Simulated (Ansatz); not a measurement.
Geometry optimisation, Ansatz 0.2.0, DFT LDA, scalar-relativistic, plane waves, PAW.

input.yaml

```yaml
crystal:
  lattice:
    - [-2.46855, 5.38025, 4.40795]
    - [2.46855, -5.38025, 4.40795]
    - [2.46855, 5.38025, -4.40795]
  atoms:
    - { symbol: Si, position: [0.75, 0.75, 0.0] }
    - { symbol: Si, position: [0.25, 0.25, 0.0] }
    - { symbol: Si, position: [0.1701, 0.7745, 0.9446] }
    - { symbol: Si, position: [0.6701, 0.7255, 0.3956] }
    - { symbol: Si, position: [0.8299, 0.2255, 0.0554] }
    - { symbol: Si, position: [0.3299, 0.2745, 0.6044] }
    - { symbol: O, position: [0.2935, 0.9584, 0.2519] }
    - { symbol: O, position: [0.7935, 0.5416, 0.3351] }
    - { symbol: O, position: [0.7065, 0.0416, 0.7481] }
    - { symbol: O, position: [0.2065, 0.4584, 0.6649] }
    - { symbol: O, position: [0.9353, 0.6522, 0.8817] }
    - { symbol: O, position: [0.7295, 0.8478, 0.2831] }
    - { symbol: O, position: [0.7705, 0.0536, 0.1183] }
    - { symbol: O, position: [0.5647, 0.4464, 0.7169] }
    - { symbol: O, position: [0.0647, 0.3478, 0.1183] }
    - { symbol: O, position: [0.2705, 0.1522, 0.7169] }
    - { symbol: O, position: [0.2295, 0.9464, 0.8817] }
    - { symbol: O, position: [0.4353, 0.5536, 0.2831] }
    - { symbol: H, position: [0.9658403, 0.0453748, 0.6049197], spin: 1.0 }
magnetization:
  spin_polarized: true
basis:
  ecutwfc: 420.0
kpoints:
  mp_grid: { grid: [1, 2, 2] }
hamiltonian:
  xc: lda
  pseudopotentials: { kind: paw, azcp: { folder: soft_1 } }
scf:
  occupations: { method: fermi_dirac, width: 0.02 }
  lower_state_search: "off"
relax:
  f_tol: 0.08
  max_steps: 25
  adjacent_minimum: "off"
```

Launched with:

```bash
$ ansatz run input.yaml --threads 1 --pin off --max-ram 3072MiB --backend cpu --events-out ev --progress --plain --runs-dir out
```

Task: Where does it end, and by what steps?

Result: The forces met the threshold. Limits of this set-up: coarse k mesh, PAW files made for another functional, a small cell, in which the defect meets its images. After 7 steps the energy has fallen by 0.695 eV; H19 moved furthest, 0.43 Å.

```
step  energy less start (eV)  largest force component (eV/Å)  accepted
   0                  0.0000                           1.021       yes
   1                 -0.2498                           0.757       yes
   2                 -0.4906                           0.686       yes
   3                 -0.6217                           0.417       yes
   4                 -0.6765                           0.241       yes
   5                 -0.6913                           0.081       yes
   6                 -0.5472                           0.431        no
   7                 -0.6952                           0.035       yes
```

```xyz
19
Lattice="-2.4686 5.3803 4.4079 2.4686 -5.3803 4.4079 2.4686 5.3803 -4.4079" Properties=species:S:1:pos:R:3
Si 0.099 -0.004 6.591
Si -0.076 0.023 2.190
Si 3.757 1.812 -0.093
Si 1.214 1.798 4.303
Si -1.262 3.588 4.464
Si 1.280 3.604 0.076
O 2.217 -2.265 4.526
O 0.270 3.098 4.513
O 0.279 7.665 -0.167
O 2.222 2.302 -0.131
O 1.666 6.487 2.920
O 1.015 0.686 5.458
O -1.421 4.639 3.254
O 1.601 4.294 1.493
O 0.834 -1.078 1.447
O 1.475 4.694 -1.098
O 3.916 0.761 1.116
O 0.882 1.110 2.885
H -0.998 8.036 2.125
```

The run took 51 s on 1 thread of Arm Neoverse V1, with other jobs on the host, peak memory 0.49 GiB.
